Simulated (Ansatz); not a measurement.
# Ca2B3: from a trial structure to a relaxed crystal

The calculation used DFT PBE, scalar-relativistic, plane waves, PAW in Ansatz 0.2.0. Cutoff 420 eV, Γ-centred k mesh, Gaussian smearing, no spin polarisation in the final step.

The start puts Ca2B3 on the tetradymite structure type (R-3m, No. 166), with Ca in place of Bi, B in place of Te, at a guessed volume.

```
CELL_PARAMETERS angstrom
1.68580 0.97329 7.81452
-1.68580 0.97329 7.81452
0.00000 -1.94659 7.81452
ATOMIC_POSITIONS crystal
Ca 0.40000 0.40000 0.40000
Ca 0.60000 0.60000 0.60000
B 0.00000 0.00000 0.00000
B 0.20950 0.20950 0.20950
B 0.79050 0.79050 0.79050
```

Cell and atoms relax at zero pressure; the relaxation can't lower the symmetry of the start. After a coarse first stage the cell is made exact in the group found at 0.06 Å.

Formation energies are uncorrected and refer to the elements' standard structures at the same level.

(1) What does it relax into?

(2) What are its volume, energy, density and gap?

## Answers

(1) It keeps R-3m (No. 166), but not the shape of the type it started on. Conventional cell: a = 3.267 Å, c = 24.186 Å. Ca has 9 B at 2.72–2.80 Å and 6 Ca at 3.27 Å; B on Wyckoff site a (1 atom of the primitive cell) has 6 Ca at 2.72 Å and 6 B at 3.27 Å; B on Wyckoff site c (2 atoms of the primitive cell) is coordinated by 3 B at 1.89 Å.

```
Ca B
1.0
     1.63356    0.94314    8.06203
    -1.63356    0.94314    8.06203
     0.00000   -1.88627    8.06203
Ca B
2 3
Direct
  0.41453 0.41453 0.41453
  0.58547 0.58547 0.58547
  0.00000 0.00000 0.00000
  0.16647 0.16647 0.16647
  0.83353 0.83353 0.83353
```

(2) The volume per atom is 14.91 Å³ and the density is 2.51 g/cm³. The energy over the elements is 0.35 eV/atom and the gap on the 12×12×12 mesh is 0 eV (a metal).

The final run used a 12×12×12 mesh on its 5-atom cell and 0.10 eV smearing. The k mesh leaves about 4 meV/atom of noise in metals. Symmetry constrained the relaxation, so the result can be a saddle point.

Cost: 3 runs of about 1.7 core-minutes in all, on Arm Neoverse V1 (shared hosts).